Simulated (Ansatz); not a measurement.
## SnO2: experiment and calculation

**Measured values to compare with.**

A printed reference work, textbook reports, for a bulk crystal of SnO2: lattice constant a 4.7373 Å; lattice constant c 3.1864 Å.

The runs below are set against these values where they give the same quantity.

Method: DFT r2SCAN, scalar-relativistic, plane waves, PAW (Ansatz).

Cutoff 500 eV; k points 6×6×8 on the computed 6-atom cell (Γ-centred); Gaussian smearing, width 0.02 eV; no spin polarisation.

Relaxed structure, symmetry kept:

```cif
data_structure
_symmetry_space_group_name_H-M 'P 1'
_symmetry_Int_Tables_number 1
_cell_length_a 4.7599
_cell_length_b 4.7599
_cell_length_c 3.2008
_cell_angle_alpha 90.000
_cell_angle_beta 90.000
_cell_angle_gamma 90.000
_cell_volume 72.52
loop_
_atom_site_label
_atom_site_type_symbol
_atom_site_fract_x
_atom_site_fract_y
_atom_site_fract_z
_atom_site_occupancy
Sn1 Sn 0.00000 0.00000 0.00000 1
Sn2 Sn 0.50000 0.50000 0.50000 1
O1 O 0.30591 0.30591 0.00000 1
O2 O 0.19409 0.80591 0.50000 1
O3 O 0.69409 0.69409 0.00000 1
O4 O 0.80591 0.19409 0.50000 1
```

| Quantity | Value |
| --- | --- |
| Space group | P4_2/mnm (No. 136) |
| Volume per atom | 81.6 bohr³ |
| Formation energy from the elements' standard states (uncorrected) | -1.869 eV/atom |
| Generalised Kohn–Sham band gap | 1.77 eV, direct at Γ |
| Löwdin character of the top 1 eV of the valence band | O 2p 98 % |
| Löwdin character of the lowest 1 eV of the conduction band | Sn 5s 56 %, O 2s 25 %, O 2p 14 % |
| Electron masses at the edge by Cartesian direction of the standard setting (m_e; degenerate bands sorted by energy; no spin-orbit coupling) | x: 0.23; y: 0.23; z: 0.19 |
| Hole masses at the edge by Cartesian direction of the standard setting (m_e; degenerate bands sorted by energy; no spin-orbit coupling) | x: 1.3; y: 1.3; z: 1.7 |
| Bulk modulus | 202 GPa |
| Its pressure derivative | 5.3 |
| Bader charges (e) | Sn (2 in the cell) 2.62, O (4 in the cell) -1.31 |

A measured lattice constant a of SnO2 is 4.7373 Å (a printed reference work, textbook); the calculated 4.760 Å misses it by +0.5 %. A measured lattice constant c of SnO2 is 3.1864 Å (a printed reference work, textbook); the calculated 3.201 Å misses it by +0.5 %. The calculation is for 0 K without zero-point motion.